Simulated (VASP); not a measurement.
# Bi (Im-3m) in VASP: a series of runs

Runs on Bi. Level: revPBE+D3(BJ). Tasks: single point, relaxation of cell and atoms.

Everything below comes from runs of VASP 6.6.1. Logs are shortened: lines on timing, memory, paths and dates and some standing lists are left out, and cuts for length are marked.

## 1. The crystal as given

The structure is cubic, space group Im-3m (No. 229). The conventional cell has a = 3.898 Å, b = 3.898 Å, c = 3.898 Å, α = 90.00°, β = 90.00°, γ = 90.00°. Bi (site symmetry m-3m) is surrounded by 8 Bi at 3.38 Å.

This isn't the form of Bi at room conditions, which is rhombohedral.

## 2. Single point, revPBE+D3(BJ)

Input file INCAR:

```
PREC = Accurate
ENCUT = 520
EDIFF = 1E-6
ISMEAR = 1
SIGMA = 0.1
LREAL = False
LASPH = True
NELM = 100
ALGO = Normal
ISIF = 2
LWAVE = False
LCHARG = False
GGA = RE
IVDW = 12
NBANDS = 14
```

Input file KPOINTS:

```
Automatic mesh
0
Gamma
  11 11 11
```

Input file POSCAR:

```
Bi
1.0
   -1.9488502488      1.9488502488      1.9488502488
    1.9488502488     -1.9488502488      1.9488502488
    1.9488502488      1.9488502488     -1.9488502488
Bi
1
Direct
    0.0000000000      0.0000000000      0.0000000000
```

Potentials or basis: VASP PAW PBE potentials, release 64 (Bi_d).

Run with:

```console
$ cat potpaw_PBE.64/Bi_d/POTCAR > POTCAR
$ mpirun -np 1 vasp_std > vasp.out
```

OUTCAR:

```text
PREC = Accurate
   ENCUT = 520
   EDIFF = 1E-6
   ISMEAR = 1
   LREAL = False
   LASPH = True
   NELM = 100
   ISIF = 2
   GGA = RE
   IVDW = 12
 IVDW          = 12

 ion  position               nearest neighbor table
   1  0.000  0.000  0.000-

  LATTYP: Found a body centered cubic cell.
 ALAT       =     3.8977004976

  Lattice vectors:

 A1 = (  -1.9488502488,   1.9488502488,   1.9488502488)
 A2 = (   1.9488502488,  -1.9488502488,   1.9488502488)
 A3 = (   1.9488502488,   1.9488502488,  -1.9488502488)

Analysis of symmetry for initial positions (statically):
=====================================================================
 Subroutine PRICEL returns:
 Original cell was already a primitive cell.

 Routine SETGRP: Setting up the symmetry group for a
 body centered cubic supercell.

 Subroutine GETGRP returns: Found 48 space group operations
 (whereof 48 operations were pure point group operations)
 out of a pool of 48 trial point group operations.

The static configuration has the point symmetry O_h .

Analysis of symmetry for dynamics (positions and initial velocities):
=====================================================================
 Subroutine PRICEL returns:
 Original cell was already a primitive cell.

 Routine SETGRP: Setting up the symmetry group for a
 body centered cubic supercell.

 Subroutine GETGRP returns: Found 48 space group operations
 (whereof 48 operations were pure point group operations)
 out of a pool of 48 trial point group operations.

The dynamic configuration has the point symmetry O_h .

 Subroutine INISYM returns: Found 48 space group operations
 (whereof 48 operations are pure point group operations),
 and found     1 'primitive' translations

----------------------------------------------------------------------------------------

                                     Primitive cell

  volume of cell :      29.6071

  direct lattice vectors                    reciprocal lattice vectors
    -1.948850249  1.948850249  1.948850249     0.000000000  0.256561529  0.256561529
     1.948850249 -1.948850249  1.948850249     0.256561529  0.000000000  0.256561529
     1.948850249  1.948850249 -1.948850249     0.256561529  0.256561529  0.000000000

  length of vectors
     3.375507647  3.375507647  3.375507647     0.362832794  0.362832794  0.362832794

[... 86 lines left out ...]
   POTIM  = 0.5000    time-step for ionic-motion
   TEBEG  =    0.0;   TEEND  =   0.0 temperature during run
   PSTRESS=    0.0 pullay stress
   NELECT =      15.0000    total number of electrons
   NUPDOWN=      -1.0000    fix difference up-down
   EMIN   =  10.00;   EMAX   =-10.00  energy-range for DOS
   EFERMI =   0.00;   METHOD = LEGACY
   ISMEAR =     1;   SIGMA  =   0.10  broadening in eV -4-tet -1-fermi 0-gaus
   EFERMI_NEDOS =   21; number of points for ismear=-14 and -15
   IALGO  =     38    algorithm
   IMIX   =      4    mixing-type and parameters
     AMIX     =   0.40;   BMIX     =  1.00
     AMIX_MAG =   1.60;   BMIX_MAG =  1.00
  volume/ion in A,a.u.               =      29.61       199.80
  Fermi-wavevector in a.u.,A,eV,Ry     =   1.305089  2.466261 23.174221  1.703257
  Thomas-Fermi vector in A             =   2.435981
   LORBIT       =      0    0 simple, 1 ext, 2 COOP (PROOUT), +10 PAW based schemes
   GGA     = RE    functional components
   LHFCALC =     F    Hartree Fock is set to
   AEXX    =    0.0000 exact exchange contribution
   IVDW    =    12    specifies the selected vdW correction
   LEPSILON=     F    determine dielectric tensor
   LRPA    =     F    only Hartree local field effects (RPA)
 non-spin polarized calculation
 Methfessel and Paxton  Order N= 1 SIGMA  =   0.10
  energy-cutoff  :      520.00
  volume of cell :       29.61
 maximum number of plane-waves:       806
 NGX is ok and might be reduce to    28
   NGX = 13   NGY = 13   NGZ = 13

 number of electron      15.0000004 magnetization

 Free energy of the ion-electron system (eV)
  ---------------------------------------------------
  ext. energy  EPLUGINS =         0.00000000
  ---------------------------------------------------
  free energy    TOTEN  =        -3.37995964 eV

  energy without entropy =       -3.37941825  energy(sigma->0) =       -3.37977918

 E-fermi :   8.6303     XC(G=0): -10.4778

 val. band max:        8.5460656617   @ k =  -0.2727   0.3636   0.1818
 cond. band min:       8.6325157131   @ k =  -0.3636   0.4545   0.0909
 fundamental gap:      0.0864500513
 Fermi energy:         8.6303205326

 k-point     1 :       0.0000    0.0000    0.0000
  band No.  band energies     occupation
      1     -14.4923      2.00000
      2     -14.4923      2.00000
      3     -14.4923      2.00000
      4     -14.3415      2.00000
      5     -14.3415      2.00000
      6      -5.2356      2.00000
      7      14.1447      0.00000
      8      14.1447      0.00000
      9      14.1447      0.00000
     10      18.4110      0.00000
     11      19.0949      0.00000
     12      19.0949      0.00000
     13      19.0949      0.00000
     14      20.6249      0.00000
[... 377 lines left out ...]
      1     -14.5023      2.00000
      2     -14.4308      2.00000
      3     -14.3534      2.00000
      4     -14.3486      2.00000
      5     -14.3068      2.00000
      6      -1.5550      2.00000
      7       4.1904      2.00000
      8       7.1435      2.00000
      9       9.4666     -0.00000
     10      18.9118      0.00000
     11      21.0117      0.00000
     12      21.7901      0.00000
     13      22.5199      0.00000
     14      26.2783      0.00000

 [... further k-points ...]

------------------------ aborting loop because EDIFF is reached ----------------------------------------

 Edisp (eV)   -0.96921

 E8    (eV) :    -0.7127

  FORCE on cell =-STRESS in cart. coord.  units (eV):
  Direction    XX          YY          ZZ          XY          YZ          ZX
  --------------------------------------------------------------------------------------
  -------------------------------------------------------------------------------------
  Total      -0.03217    -0.03217    -0.03217     0.00000    -0.00000     0.00000
  in kB      -1.74106    -1.74106    -1.74106     0.00000    -0.00000     0.00000
  external pressure =       -1.74 kB  Pullay stress =        0.00 kB

 VOLUME and BASIS-vectors are now :
 -----------------------------------------------------------------------------
  energy-cutoff  :      520.00
  volume of cell :       29.61
      direct lattice vectors                 reciprocal lattice vectors
    -1.948850249  1.948850249  1.948850249     0.000000000  0.256561529  0.256561529
     1.948850249 -1.948850249  1.948850249     0.256561529  0.000000000  0.256561529
     1.948850249  1.948850249 -1.948850249     0.256561529  0.256561529  0.000000000

 POSITION                                       TOTAL-FORCE (eV/Angst)
 -----------------------------------------------------------------------------------
      0.00000      0.00000      0.00000        -0.000000      0.000000      0.000000
 -----------------------------------------------------------------------------------
    total drift:                               -0.000000     -0.000000     -0.000000

  FREE ENERGIE OF THE ION-ELECTRON SYSTEM (eV)
  ---------------------------------------------------
  free  energy   TOTEN  =        -4.3491715166 eV

  energy  without entropy=       -4.3486301296  energy(sigma->0) =       -4.34899105
```

It took 7.9 s on 1 thread of Intel Xeon 6975P-C (Granite Rapids), shared host; peak memory 0.17 GiB.

What came out:

| Property | Result |
| --- | --- |
| Free energy | -4.3492 eV |
| Pressure | -0.2 GPa |
| Band gap on the k mesh | none (metal or under the smearing width) |
| Dispersion energy per atom | -0.969 eV |

Levels at points of the mesh, in eV from the Fermi level:
| k point | band 3 | band 4 | band 5 | band 6 | band 7 | band 8 | band 9 | band 10 | band 11 | band 12 |
| --- | --- | --- | --- | --- | --- | --- | --- | --- | --- | --- |
| (0.00, 0.00, 0.00) | -23.12 | -22.97 | -22.97 | -13.87 | 5.51 | 5.51 | 5.51 | 9.78 | 10.46 | 10.46 |

Caveat: the PAW data sets were made with another functional, which shifts forces and pressure a little; spin-orbit coupling is left out, which moves the levels of the heavy elements; pairwise dispersion overbinds metals, which lowers pressure and volume.

## 3. Relaxation of cell and atoms, revPBE+D3(BJ)

This run uses another cell than the first one, of 31.12 Å³/atom, 1.051 times its volume.

Input file INCAR:

```
  PREC = Accurate
  ENCUT = 600
  EDIFF = 1E-6
  ISMEAR = 1
  SIGMA = 0.1
  LREAL = F
  LASPH = T
  NELM = 100
  ALGO = Normal
  ISIF = 3
  LWAVE = F
  LCHARG = F
  GGA = RE
  IVDW = 12
  IBRION = 2
  NSW = 60
  EDIFFG = -0.03
```

KPOINTS is that of step 2.

Input file POSCAR:

```
Bi
1.0
   -1.9814310000      1.9814310000      1.9814310000
    1.9814310000     -1.9814310000      1.9814310000
    1.9814310000      1.9814310000     -1.9814310000
Bi
1
Direct
    0.0000000000      0.0000000000      0.0000000000
```

Potentials or basis: VASP PAW PBE potentials, release 64 (Bi_d).

Run with:

```console
$ cat potpaw_PBE.64/Bi_d/POTCAR > POTCAR
$ mpirun -np 1 vasp_std > vasp.out
```

OUTCAR:

```text
PREC = Accurate
   ENCUT = 600
   EDIFF = 1E-6
   ISMEAR = 1
   LREAL = F
   LASPH = T
   NELM = 100
   ISIF = 3
   GGA = RE
   IVDW = 12
   IBRION = 2
   NSW = 60
   EDIFFG = -0.03
 IVDW          = 12

 ion  position               nearest neighbor table
   1  0.000  0.000  0.000-

  LATTYP: Found a body centered cubic cell.
 ALAT       =     3.9628620000

  Lattice vectors:

 A1 = (  -1.9814310000,   1.9814310000,   1.9814310000)
 A2 = (   1.9814310000,  -1.9814310000,   1.9814310000)
 A3 = (   1.9814310000,   1.9814310000,  -1.9814310000)

Analysis of symmetry for initial positions (statically):
=====================================================================
 Subroutine PRICEL returns:
 Original cell was already a primitive cell.

 Routine SETGRP: Setting up the symmetry group for a
 body centered cubic supercell.

 Subroutine GETGRP returns: Found 48 space group operations
 (whereof 48 operations were pure point group operations)
 out of a pool of 48 trial point group operations.

The static configuration has the point symmetry O_h .

Analysis of symmetry for dynamics (positions and initial velocities):
=====================================================================
 Subroutine PRICEL returns:
 Original cell was already a primitive cell.

 Routine SETGRP: Setting up the symmetry group for a
 body centered cubic supercell.

 Subroutine GETGRP returns: Found 48 space group operations
 (whereof 48 operations were pure point group operations)
 out of a pool of 48 trial point group operations.

The dynamic configuration has the point symmetry O_h .

 Subroutine INISYM returns: Found 48 space group operations
 (whereof 48 operations are pure point group operations),
 and found     1 'primitive' translations

----------------------------------------------------------------------------------------

                                     Primitive cell

[... 101 lines left out ...]
   EMIN   =  10.00;   EMAX   =-10.00  energy-range for DOS
   EFERMI =   0.00;   METHOD = LEGACY
   ISMEAR =     1;   SIGMA  =   0.10  broadening in eV -4-tet -1-fermi 0-gaus
   EFERMI_NEDOS =   21; number of points for ismear=-14 and -15
   IALGO  =     38    algorithm
   IMIX   =      4    mixing-type and parameters
     AMIX     =   0.40;   BMIX     =  1.00
     AMIX_MAG =   1.60;   BMIX_MAG =  1.00
  volume/ion in A,a.u.               =      31.12       209.99
  Fermi-wavevector in a.u.,A,eV,Ry     =   1.283629  2.425708 22.418378  1.647704
  Thomas-Fermi vector in A             =   2.415871
   LORBIT       =      0    0 simple, 1 ext, 2 COOP (PROOUT), +10 PAW based schemes
   GGA     = RE    functional components
   LHFCALC =     F    Hartree Fock is set to
   AEXX    =    0.0000 exact exchange contribution
   IVDW    =    12    specifies the selected vdW correction
   LEPSILON=     F    determine dielectric tensor
   LRPA    =     F    only Hartree local field effects (RPA)
 conjugate gradient relaxation of ions
 non-spin polarized calculation
 Methfessel and Paxton  Order N= 1 SIGMA  =   0.10
  energy-cutoff  :      600.00
  volume of cell :       31.12
 maximum number of plane-waves:      1055
   NGX = 13   NGY = 13   NGZ = 13

--------------------------------------- Ionic step        1  -------------------------------------------

 number of electron      14.9999994 magnetization

 Free energy of the ion-electron system (eV)
  ---------------------------------------------------
  ext. energy  EPLUGINS =         0.00000000
  ---------------------------------------------------
  free energy    TOTEN  =        -3.41276922 eV

  energy without entropy =       -3.41190772  energy(sigma->0) =       -3.41248205

------------------------ aborting loop because EDIFF is reached ----------------------------------------

 Edisp (eV)   -0.92243

 E8    (eV) :    -0.6785
[... 69 lines left out ...]
--------------------------------------- Ionic step        3  -------------------------------------------

 number of electron      15.0000004 magnetization

 Free energy of the ion-electron system (eV)
  ---------------------------------------------------
  ext. energy  EPLUGINS =         0.00000000
  ---------------------------------------------------
  free energy    TOTEN  =        -3.37926109 eV

  energy without entropy =       -3.37872536  energy(sigma->0) =       -3.37908251

 E-fermi :   8.6415     XC(G=0): -10.4822

 val. band max:        8.5571101808   @ k =  -0.2727   0.3636   0.1818
 cond. band min:       8.6437501311   @ k =  -0.3636   0.4545   0.0909
 fundamental gap:      0.0866399502
 Fermi energy:         8.6415142771

 k-point     1 :       0.0000    0.0000    0.0000
  band No.  band energies     occupation
      1     -14.4815      2.00000
      2     -14.4815      2.00000
      3     -14.4815      2.00000
      4     -14.3304      2.00000
      5     -14.3304      2.00000
      6      -5.2310      2.00000
      7      14.1630      0.00000
      8      14.1630      0.00000
      9      14.1630      0.00000
     10      18.4339      0.00000
     11      19.1063      0.00000
[... 309 lines left out ...]
 k-point    24 :       0.3636    0.1818    0.0909
  band No.  band energies     occupation
      1     -14.4915      2.00000
      2     -14.4199      2.00000
      3     -14.3422      2.00000
      4     -14.3374      2.00000
      5     -14.2955      2.00000
      6      -1.5444      2.00000
      7       4.1972      2.00000
      8       7.1532      2.00000
      9       9.4780     -0.00000
     10      18.9296      0.00000
     11      21.0305      0.00000

 [... further k-points ...]

------------------------ aborting loop because EDIFF is reached ----------------------------------------

 Edisp (eV)   -0.97008

 E8    (eV) :    -0.7133
[... 24 lines left out ...]
  FREE ENERGIE OF THE ION-ELECTRON SYSTEM (eV)
  ---------------------------------------------------
  free  energy   TOTEN  =        -4.3493414535 eV

  energy  without entropy=       -4.3488057219  energy(sigma->0) =       -4.34916288

 reached required accuracy - stopping structural energy minimisation
```

OSZICAR:

```text
N       E                     dE             d eps       ncg     rms          rms(c)
DAV:   1     0.110511318004E+03    0.11051E+03   -0.87866E+03  1238   0.176E+03
[... 22 lines left out ...]
DAV:   2    -0.340113313222E+01    0.11983E+00   -0.19950E-01  1409   0.943E+00    0.802E-01
DAV:   3    -0.337903926107E+01    0.22094E-01   -0.92624E-02  1906   0.585E+00    0.862E-02
DAV:   4    -0.337913325851E+01   -0.93997E-04   -0.11541E-03  1280   0.446E-01    0.476E-02
DAV:   5    -0.337929155478E+01   -0.15830E-03   -0.12042E-03  1289   0.350E-01    0.233E-02
DAV:   6    -0.337925599530E+01    0.35559E-04   -0.11605E-04  1379   0.150E-01    0.622E-03
DAV:   7    -0.337926128075E+01   -0.52854E-05   -0.96613E-06  1325   0.202E-02    0.142E-03
DAV:   8    -0.337926108890E+01    0.19185E-06   -0.17641E-07   748   0.513E-03
   3 F= -.43493415E+01 E0= -.43491629E+01  d E =-.141450E-01
```

CONTCAR:

```text
Bi
   1.00000000000000
    -1.9482688338514631    1.9482688338514631    1.9482688338514631
     1.9482688338514631   -1.9482688338514631    1.9482688338514631
     1.9482688338514631    1.9482688338514631   -1.9482688338514631
  Bi
     1
Direct
     0.0000000000000000    0.0000000000000000    0.0000000000000000

  0.00000000E+00  0.00000000E+00  0.00000000E+00
```

Wall time 18 s (1 thread of Intel Xeon 6975P-C (Granite Rapids), shared host); peak memory 0.18 GiB.

Results:

```
Free energy                            : -4.3493 eV
Relaxed volume                         : 29.58 Å³/atom
Relaxed cell                           : a = 3.375 Å, b = 3.375 Å, c = 3.375 Å, α = 109.47°, β = 109.47°, γ = 109.47°
Space group after relaxing (to 0.05 Å) : Im-3m (No. 229)
Energy gained by relaxing              : 14.1 meV/atom
Ionic steps                            : 3
Pressure after relaxing                : 0.0 GPa
Band gap on the k mesh                 : none (metal or under the smearing width)
Dispersion energy per atom             : -0.970 eV
```

Step by step:
```tsv
step	energy change (eV)	largest force (eV/Å)	pressure (GPa)	volume (Å³)
1	0.0000	0.0000	-2.77	31.12
2	-0.0093	0.0000	1.90	28.76
3	-0.0141	0.0000	0.04	29.58
```

Final structure:
```
Bi
1.0
    -1.94827    1.94827    1.94827
     1.94827   -1.94827    1.94827
     1.94827    1.94827   -1.94827
Bi
1
Direct
  0.00000 0.00000 0.00000
```

Caveat: the PAW data sets were made with another functional, which shifts forces and pressure a little; spin-orbit coupling is left out, which moves the levels of the heavy elements; pairwise dispersion overbinds metals, which lowers pressure and volume.
